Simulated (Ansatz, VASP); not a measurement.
**One calculation of Sn, two programs**

```
Sn
1.0
    -1.74308    1.74308    2.04622
     1.74308   -1.74308    2.04622
     1.74308    1.74308   -2.04622
Sn
1
Cartesian
  0.0000 0.0000 0.0000
```

Change from the starting cell: strain -0.080 along x and y, +0.080 along z, atoms carried along.

Alike in both runs: task single point; functional PBEsol; k mesh 18 × 18 × 18; occupations gaussian, width 0.15 eV; no spin polarisation.

|  | VASP | Ansatz |
| --- | --- | --- |
| version | VASP 6.6.1 | Ansatz 0.2.0 |
| potentials or method | VASP PAW PBE potentials, release 64 (Sn_d) | scalar-relativistic, plane waves, PAW |
| plane-wave cutoff (eV) | 520 | 420 |
| valence electrons in the cell | 14 | 14 |

```csv
,VASP,Ansatz,Ansatz less VASP
gap on the k mesh at the Fermi level (eV),none,none,-
pressure (GPa),3.6,3.6,+0.03
largest component of the traceless stress (GPa),0.56,0.56,+0.004
```

A gap of «none» marks a metal or a gap that the smearing closes. With one functional, cell and mesh, what is left measures potentials, basis and numerics.

Caveats: the PAW data sets were made with another functional, which shifts forces and pressure a little (VASP).
